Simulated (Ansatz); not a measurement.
BaF2 (fluorite, Fm-3m), PBEsol in the plane-wave PAW code Ansatz: ε∞ = 2.42, cell volume 57.80 Å³. Infrared-active transverse modes:

| ω_TO (cm⁻¹) | oscillator strength S_xx (e²/amu) |
|---|---|
| 180.3 | 0.2311 |

Compute the static dielectric constant.

Each mode adds (4.921e7/V) S/ω²: 6.06. So ε0 = 8.47.

What LO frequency does the Lyddane–Sachs–Teller relation give?

ω_LO = ω_TO √(ε0/ε∞) = 337 cm⁻¹.

The PBEsol relaxation kept the symmetry of its start; phonons on a q-mesh show no instability. Scalar-relativistic: spin–orbit coupling is off unless named, which matters more the heavier the elements.

Potentials: the later of the program's two PAW sets.
